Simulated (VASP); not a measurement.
Wanted: the native input for a VASP 6.6.1 run.

```yaml
Task: single point
Functional: PBEsol
Potentials_or_basis: VASP PAW PBE potentials, release 64 (Al, N)
Cutoff: 450 eV
k_mesh: 3 × 3 × 2
Occupations: gaussian, width 0.03 eV
Spin: no spin polarisation
Dq: -1
Further_INCAR_settings: LREAL = Auto; ALGO = Normal; EDIFF = 1e-05; NELECT = 124.0
```

The structure of Al16N15 (a cell with a defect) lies in POSCAR:

```
Al16N15
1.0
    6.2200008610      0.0000000000      0.0000000000
   -3.1100004305      5.3866787572      0.0000000000
    0.0000000000      0.0000000000      9.9600000000
Al N
16 15
Direct
    0.3333333333      0.1666666667      0.0000000000
    0.3333333333      0.1666666667      0.5000000000
    0.3333333333      0.6666666667      0.0000000000
    0.3333333333      0.6666666667      0.5000000000
    0.8333333333      0.1666666667      0.0000000000
    0.8333333333      0.1666666667      0.5000000000
    0.8333333333      0.6666666667      0.0000000000
    0.8333333333      0.6666666667      0.5000000000
    0.1666666667      0.3333333333      0.2500000000
    0.1666666667      0.3333333333      0.7500000000
    0.1666666667      0.8333333333      0.2500000000
    0.1666666667      0.8333333333      0.7500000000
    0.6666666667      0.3333333333      0.2500000000
    0.6666666667      0.3333333333      0.7500000000
    0.6666666667      0.8333333333      0.2500000000
    0.6666666667      0.8333333333      0.7500000000
    0.3333333333      0.1666666667      0.6910000000
    0.3333333333      0.6666666667      0.1910000000
    0.3333333333      0.6666666667      0.6910000000
    0.8333333333      0.1666666667      0.1910000000
    0.8333333333      0.1666666667      0.6910000000
    0.8333333333      0.6666666667      0.1910000000
    0.8333333333      0.6666666667      0.6910000000
    0.1666666667      0.3333333333      0.4410000000
    0.1666666667      0.3333333333      0.9410000000
    0.1666666667      0.8333333333      0.4410000000
    0.1666666667      0.8333333333      0.9410000000
    0.6666666667      0.3333333333      0.4410000000
    0.6666666667      0.3333333333      0.9410000000
    0.6666666667      0.8333333333      0.4410000000
    0.6666666667      0.8333333333      0.9410000000
```

One way to write it, as run:

INCAR

```
ALGO = Normal
EDIFF = 1E-5
ENCUT = 450
GGA = PS
ISIF = 2
ISMEAR = 0
KPAR = 4
LASPH = T
LCHARG = F
LORBIT = 11
LREAL = Auto
LWAVE = F
NELECT = 124.0
NELM = 120
PREC = Accurate
SIGMA = 0.03
```

KPOINTS

```
k-points
0
Gamma
  3 3 2
```

Potentials or basis: VASP PAW PBE potentials, release 64 (Al, N).

Run with:

```console
$ cat potpaw_PBE.64/Al/POTCAR potpaw_PBE.64/N/POTCAR > POTCAR
$ mpirun -np 8 vasp_std > vasp.out
```

Results of the run:

| Item | Value |
| --- | --- |
| Largest force | 1.934 eV/Å |
| Band gap on the k mesh | none (metal or under the smearing width) |
| Valence electrons inside the program's atomic spheres | Al 0.79, 0.82, 0.81; N 3.85, 3.84 |

Caveat: the k mesh is coarse (spacing up to 0.39 Å⁻¹), so the values aren't converged; the cell is charged against a uniform background, so pressure and absolute levels hang on convention; the PAW data sets were made with another functional, which shifts forces and pressure a little.

Wall time 28 s on 8 MPI ranks on AMD EPYC 9R45 (Zen 5) (shared host), peak memory 0.29 GiB a rank.
